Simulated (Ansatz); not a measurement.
Theory: Ansatz 0.2.0, DFT PBE, scalar-relativistic, plane waves, PAW. All cells share a 420 eV cutoff and Γ-centred k meshes spaced at most about 0.3 Å⁻¹ (about 0.25 or finer for metals, 2π included). No spin polarisation in the final relaxations.

Temperature and zero-point effects are left out. All come from trial cells, and lower structures may exist.

Question: These unrelaxed guesses for C are each relaxed within their symmetry. Order them by the energy at which they end, lowest first.
1.

```cif
data_structure
_symmetry_space_group_name_H-M 'P4_2/mcm'
_symmetry_Int_Tables_number 132
_cell_length_a 4.1282
_cell_length_b 4.1282
_cell_length_c 2.7881
_cell_angle_alpha 90.000
_cell_angle_beta 90.000
_cell_angle_gamma 90.000
_cell_volume 47.52
loop_
_atom_site_label
_atom_site_type_symbol
_atom_site_symmetry_multiplicity
_atom_site_Wyckoff_symbol
_atom_site_fract_x
_atom_site_fract_y
_atom_site_fract_z
_atom_site_occupancy
C1 C 8 n 0.31381 0.93120 0.50000 1
```

2.

```cif
data_structure
_symmetry_space_group_name_H-M 'Pnc2'
_symmetry_Int_Tables_number 30
_cell_length_a 2.5221
_cell_length_b 4.3305
_cell_length_c 4.4052
_cell_angle_alpha 90.000
_cell_angle_beta 90.000
_cell_angle_gamma 90.000
_cell_volume 48.11
loop_
_atom_site_label
_atom_site_type_symbol
_atom_site_symmetry_multiplicity
_atom_site_Wyckoff_symbol
_atom_site_fract_x
_atom_site_fract_y
_atom_site_fract_z
_atom_site_occupancy
C1 C 4 c 0.18126 0.87055 0.10758 1
C2 C 4 c 0.75174 0.41075 0.93316 1
```

3.

```cif
data_structure
_symmetry_space_group_name_H-M 'I4/mmm'
_symmetry_Int_Tables_number 139
_cell_length_a 4.2237
_cell_length_b 4.2237
_cell_length_c 2.5350
_cell_angle_alpha 90.000
_cell_angle_beta 90.000
_cell_angle_gamma 90.000
_cell_volume 45.22
loop_
_atom_site_label
_atom_site_type_symbol
_atom_site_symmetry_multiplicity
_atom_site_Wyckoff_symbol
_atom_site_fract_x
_atom_site_fract_y
_atom_site_fract_z
_atom_site_occupancy
C1 C 8 h 0.68050 0.68050 0.00000 1
```

Answer: 3 (ends in I4/mmm, 0 meV/atom), 2 (ends in Imma, 165 meV/atom), 1 (ends in P4_2/mcm, 0.74 eV/atom).

No dispersion correction is applied, so the spacing and binding between layers, chains or molecules are poorly described (P4_2/mcm), and this can change margins and order among such cells. Cells relaxed within their symmetry can be saddle points. The part of the Crystallography Open Database at hand lists C in space groups No. 58, 69, 71, 141, 166 and others; no cell shown has one of them. Some candidate types were left out of the draw beforehand, so a known form may be missing.
